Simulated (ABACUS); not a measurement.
Ga under changes of volume

One of the cells (17.718 Å³/atom); the others are scaled copies at fixed shape and fractional positions:

```
Ga
1.0
    -1.38440    1.38440    2.31122
     1.38440   -1.38440    2.31122
     1.38440    1.38440   -2.31122
Ga
1
Direct
  0.00000 0.00000 0.00000
```

This isn't the form of Ga at room conditions, which is orthorhombic.

```yaml
Program: ABACUS 3.10.1
Functional: PBE
Potentials_or_basis: PseudoDojo NC SR 0.4.1 PBE standard
Cutoff: 1361 eV
Density_cutoff: 5442 eV
Basis: TZDP LCAO (the cutoffs set its grid)
k_mesh: 13 × 13 × 13
Occupations: fermi-dirac, width 0.05 eV
Spin: no spin polarisation
```

| volume (Å³/atom) | energy over the lowest point (meV/atom) | pressure (GPa) |
| --- | --- | --- |
| 16.655 | 53.62 | 8.8 |
| 17.010 | 36.15 | 7.0 |
| 17.364 | 22.65 | 5.3 |
| 17.718 | 12.68 | 3.8 |
| 18.073 | ? | ? |
| 18.427 | 1.79 | 1.4 |
| 18.781 | 0.00 | 0.4 |

Q: What does the run at 18.073 Å³/atom give?

A: Energy over the lowest point 5.79 meV/atom; pressure 2.5 GPa.

Worked out: A Birch-Murnaghan fit of order 3 (a polynomial in V^(-2/3)) to the other rows has its minimum at 18.89 Å³/atom, just outside them, with B0 = V·E''(V) = 48 GPa and B' = 6.0 at fixed shape and positions, which overstates the stiffness. It gives 5.86 meV/atom at 18.073 Å³/atom, against the run's 5.79, and -dE/dV = 2.5 GPa, against 2.5.

Energies are extrapolated to zero smearing.

Caveats: the atomic orbitals were generated for these runs and aren't a published set; the basis of atomic orbitals isn't converged, which shifts pressures, moduli and gaps.
